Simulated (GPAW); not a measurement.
# Si (Fd-3m) in GPAW: single point with PBE

Aim: the single point of Si with PBE.

Program: GPAW 26.7.0. These are calculated values, not measurements. Logs are shortened: lines on timing, memory, paths and dates and some standing lists are left out, and cuts for length are marked. The log counts tension as positive stress, the text compression.

**1. The crystal as given**

Symmetry: Fd-3m, No. 227, cubic system. Conventional cell: a = 5.444 Å, b = 5.444 Å, c = 5.444 Å, α = 90.00°, β = 90.00°, γ = 90.00°. Si (site symmetry -43m) has 4 Si at 2.36 Å as nearest neighbours.

**2. Single point, PBE**

The input, run.py:

```python
from ase import Atoms
from ase.dft.bandgap import bandgap
from ase.io import write
from ase.units import GPa
from gpaw import GPAW, PW

atoms = Atoms(['Si', 'Si'],
              cell=[[0.0, 2.7218511865, 2.7218511865],
                    [2.7218511865, 0.0, 2.7218511865],
                    [2.7218511865, 2.7218511865, 0.0]],
              scaled_positions=[[0.5, 0.5, 0.5],
                                [0.75, 0.75, 0.75]],
              pbc=True)

calc = GPAW(mode=PW(450),
            xc='PBE',
            kpts={'size': (7, 7, 7), 'gamma': True},
            occupations={'name': 'fermi-dirac', 'width': 0.05},
            nbands=11,
            maxiter=120,
            txt='gpaw.txt')
atoms.calc = calc
energy = atoms.get_potential_energy()
forces = atoms.get_forces()
stress = atoms.get_stress()
calc.write('gs.gpw')
write('result.traj', atoms)
print(f'Energy: {energy:.6f} eV')
print('Forces (eV/A):')
print(forces.round(4))
print('Stress (GPa):', (stress / GPa).round(3))
print('Fermi level:', round(calc.get_fermi_level(), 4), 'eV')
print(f'Gap: {bandgap(calc)[0]:.4f} eV, direct: {bandgap(calc, direct=True)[0]:.4f} eV')
```

Potentials or basis: GPAW PAW data sets (gpaw-data 1.2.1), pw.

Started as:

```bash
> OMP_NUM_THREADS=1 python run.py
```

gpaw.txt:

```text
__  _  _
 | _ |_)|_||  |
 |__||  | ||/\| - 26.7.0

Input parameters:
  mode=PW(ecut=450.00000000000006),
  kpts=MonkhorstPack(size=(7, 7, 7), gamma=True),
  maxiter=120,
  nbands=11,
  occupations=Occupations(name='fermi-dirac', width=0.05),
  xc=XC(name='PBE')

Diagonalizing LCAO Hamiltonian
Converting LCAO to pw mode

           Si

       Si

Atoms  # Å, Bohr magnetons
|   | symbol |        x |        y |        z |    initial magnetic moments |
|---|--------|----------|----------|----------|-----------------------------|
| 0 |     Si | 2.721851 | 2.721851 | 2.721851 | ( 0.0000,  0.0000,  0.0000) |
| 1 |     Si | 4.082777 | 4.082777 | 4.082777 | ( 0.0000,  0.0000,  0.0000) |

Unit cell  # Å
| periodic |        x |        y |        z |  lengths |    angles |
|----------|----------|----------|----------|----------|-----------|
|      yes | 0.000000 | 2.721851 | 2.721851 | 3.849279 | 60.000000 |
|      yes | 2.721851 | 0.000000 | 2.721851 | 3.849279 | 60.000000 |
|      yes | 2.721851 | 2.721851 | 0.000000 | 3.849279 | 60.000000 |

Number of symmetries: 24
Symmetry operations  # r_c * U_cc + t_c -> r_c
|    | kind |            matrix            |
|----|------|------------------------------|
|  0 |  E   |  1, 0, 0,  0, 1, 0,  0, 0, 1 |
|  1 |  σ   |  1, 0, 0,  0, 0, 1,  0, 1, 0 |
|  2 |  σ   |  1, 0,-1,  0, 1,-1,  0, 0,-1 |
|  3 |  C3  |  1, 0,-1,  0, 0,-1,  0, 1,-1 |
|  4 |  C3  |  1,-1, 0,  0,-1, 1,  0,-1, 0 |
|  5 |  σ   |  1,-1, 0,  0,-1, 0,  0,-1, 1 |
|  6 |  σ   |  0, 1, 0,  1, 0, 0,  0, 0, 1 |
|  7 |  C3  |  0, 1, 0,  0, 0, 1,  1, 0, 0 |
|  8 |  C2  |  0, 1,-1,  1, 0,-1,  0, 0,-1 |
|  9 |  S4  |  0, 1,-1,  0, 0,-1,  1, 0,-1 |
| 10 |  C3  |  0, 0, 1,  1, 0, 0,  0, 1, 0 |
| 11 |  σ   |  0, 0, 1,  0, 1, 0,  1, 0, 0 |
| 12 |  S4  |  0, 0,-1,  1, 0,-1,  0, 1,-1 |
| 13 |  C3  |  0, 0,-1,  0, 1,-1,  1, 0,-1 |
| 14 |  S4  |  0,-1, 1,  1,-1, 0,  0,-1, 0 |
| 15 |  C2  |  0,-1, 1,  0,-1, 0,  1,-1, 0 |
| 16 |  C3  |  0,-1, 0,  1,-1, 0,  0,-1, 1 |
| 17 |  S4  |  0,-1, 0,  0,-1, 1,  1,-1, 0 |
| 18 |  S4  | -1, 1, 0, -1, 0, 1, -1, 0, 0 |
| 19 |  C3  | -1, 1, 0, -1, 0, 0, -1, 0, 1 |
| 20 |  C3  | -1, 0, 1, -1, 1, 0, -1, 0, 0 |
| 21 |  S4  | -1, 0, 1, -1, 0, 0, -1, 1, 0 |
| 22 |  σ   | -1, 0, 0, -1, 1, 0, -1, 0, 1 |
| 23 |  C2  | -1, 0, 0, -1, 0, 1, -1, 1, 0 |

BZ-sampling:
  Number of BZ points: 343
  Number of IBZ points: 20

  Monkhorst-Pack size: [7, 7, 7]
  Monkhorst-Pack shift: [0, 0, 0]

K-points  # in reciprocal-cell coordinates
|     |                                coordinates |     weight |
|-----|--------------------------------------------|------------|
|   0 | (  0.00000000,   0.00000000,   0.00000000) | 0.00291545 |
|   1 | (  0.14285714,   0.14285714,   0.00000000) | 0.01749271 |
|   2 | (  0.14285714,   0.14285714,   0.14285714) | 0.02332362 |
|   3 | (  0.28571429,   0.14285714,   0.14285714) | 0.03498542 |
|   4 | (  0.28571429,   0.28571429,   0.00000000) | 0.01749271 |
|   5 | (  0.28571429,   0.28571429,   0.14285714) | 0.06997085 |
|   6 | (  0.28571429,   0.28571429,   0.28571429) | 0.02332362 |
|   7 | (  0.42857143,  -0.28571429,  -0.28571429) | 0.03498542 |
|   8 | (  0.42857143,   0.28571429,  -0.42857143) | 0.13994169 |
|   9 | (  0.42857143,   0.28571429,  -0.28571429) | 0.06997085 |
| ... |                                            |            |
|  19 | (  0.42857143,   0.42857143,   0.42857143) | 0.02332362 |

Plane wave coefficients: 893
Cutoff: 450.00000000000006 eV

Spin-components: 1 (collinear spins)
Bands:           11
Projectors:      10
Spin-degeneracy: 2
Datatype:        complex128

Parallelization:
  kpt:    1
  domain: 1
  band:   1

Density:
  Valence electrons: 8.0
  Components: 1
  Grid points: [20 20 20]
  Charge: 0.0  # |e|

Potential:
  Grid points: [20 20 20]

species:
  Si:
    name:    Silicon
    Z:       14.0
    valence: 4
    core:    10
    charge:  0.0  # [|e|]
    compensation charges:
      type: gauss
      rc: 0.33  # [Å]
      lmax: 2
    cutoffs:
      filter: 1.86  # [Å]
      core: 2.06  # [Å]
    projectors
    | kind |    occ | energy [eV] | rcut [Å] |
    |------|--------|-------------|----------|
    |   3s |  2.000 |     -10.812 |    1.058 |
    |   3p |  2.000 |      -4.081 |    1.058 |
    |    s |        |      16.399 |    1.058 |
    |    p |        |      23.130 |    1.058 |
    |    d |        |       0.000 |    1.058 |

    Using partial waves for Si as LCAO basis

Reference energy: -15772.688500  # eV

eigensolver:
  PPCG
  Converge bands: occupied
  niter=2

density mixing:
  MSR1-Mixer
  Pratt-step length: 0.05
  Maximum mixing coefficient: 0.75
  Old densities: 10
  SVD Regularization: 0.005
  Good broyden scale: 1.0
  Trust region scale: 1.0
  Backstep threshold: 4.0
  History deletion threshold: 6.0
  Fourier metric: weight=20.0, sigma=0.015

occupation numbers:
  Fermi-Dirac:
    width: 0.0500  # eV

poisson solver:
  ecut: 3600.0000000000005  # eV

xc functional:
  name: PBE with 2 nearest neighbor stencil

convergence criteria:
- Maximum [total energy] change in last 3 cyles: 0.0005 eV / valence electron
- Maximum integral of absolute [dens]ity change: 0.0001 electrons / valence electron
- Maximum integral of absolute [eigenst]ate change: 4e-08 eV^2 / valence electron
maximum number of iterations: 120

SCF iterations
|iter     | |      energy | eigst |  dens |
|---------|-|-------------|-------|-------|
|iter:   1| |  -10.879794 | -0.08 |       |
|iter:   2| |  -10.870547 | -2.53 | -0.81 |
|iter:   3| |  -10.786429 | -2.25 | -0.83 |
|iter:   4| |  -10.786138 | -3.18 | -1.45 |
|iter:   5| |  -10.786262c| -5.06 | -2.34 |
|iter:   6| |  -10.786268c| -6.66 | -3.28 |
|iter:   7| |  -10.786270c| -7.59c| -3.70 |
|iter:   8| |  -10.786270c| -8.29c| -4.87c|

Converged in 8 steps
Energy contributions relative to reference atoms: (reference = -15772.688500)

Energy contributions:
  Kinetic:          14.867962
  Coulomb:         -13.099923
  Zero:             -0.024269
  External:          0.000000
  Xc:              -12.530014
  Entropy:          -0.000050
  Spinorbit:         0.000000
  ----------------------------
  Free energy:     -10.786295
  Extrapolated:    -10.786270

dipole moment: (3.539065, 3.539065, 3.539065)  # |e|*Ang

Fermi level: 5.521
Eigenvalues  # (at kpt = [0.000, 0.000, 0.000])
| band index |      eig [eV] | occ [0-2] |
|------------|---------------|-----------|
|          0 |        -6.670 |     2.000 |
|          1 |         5.247 |     1.992 |
|          2 |         5.247 |     1.992 |
|          3 |         5.247 |     1.992 |
|          4 |         7.802 |     0.000 |
|          5 |         7.802 |     0.000 |
|          6 |         7.802 |     0.000 |
|          7 |         8.526 |     0.000 |
|          8 |        12.960 |     0.000 |
|          9 |        12.960 |     0.000 |
|         10 |        13.202 |     0.000 |

Gap: 0.582 eV
Transition (v -> c):
  (s=0, k=0, n=3, [0.00, 0.00, 0.00]) -> (s=0, k=16, n=4, [0.43, 0.43, 0.00])
Direct/indirect transitions are different
Direct gap: 2.554 eV
Transition at: (s=0, k=0, n=3, [0.00, 0.00, 0.00])

Forces  # eV/Ang
|        x |        y |        z |
|----------|----------|----------|
|  0.00000 | -0.00000 | -0.00000 |  # Si   0
| -0.00000 |  0.00000 | -0.00000 |  # Si   1

Stress tensor  # eV/Ang^3
|         x |         y |         z |
|-----------|-----------|-----------|
| -0.010124 | -0.000000 |  0.000000 |
| -0.000000 | -0.010124 |  0.000000 |
|  0.000000 |  0.000000 | -0.010124 |

# Writing to gs.gpw (mode='')
```

It took 8 s on 1 thread of Intel Xeon at 2.70GHz, shared host; peak memory 0.13 GiB.

What came out:

| Item | Value |
| --- | --- |
| Free energy | -10.7863 eV |
| Pressure | 1.6 GPa |
| Band gap on the k mesh | 0.58 eV, indirect (least direct gap 2.55 eV) |

Caveat: the cutoff is short for stress and forces, so pressures can be off by a GPa or more; an odd mesh through Γ misses points on the zone boundary, where band edges often lie.
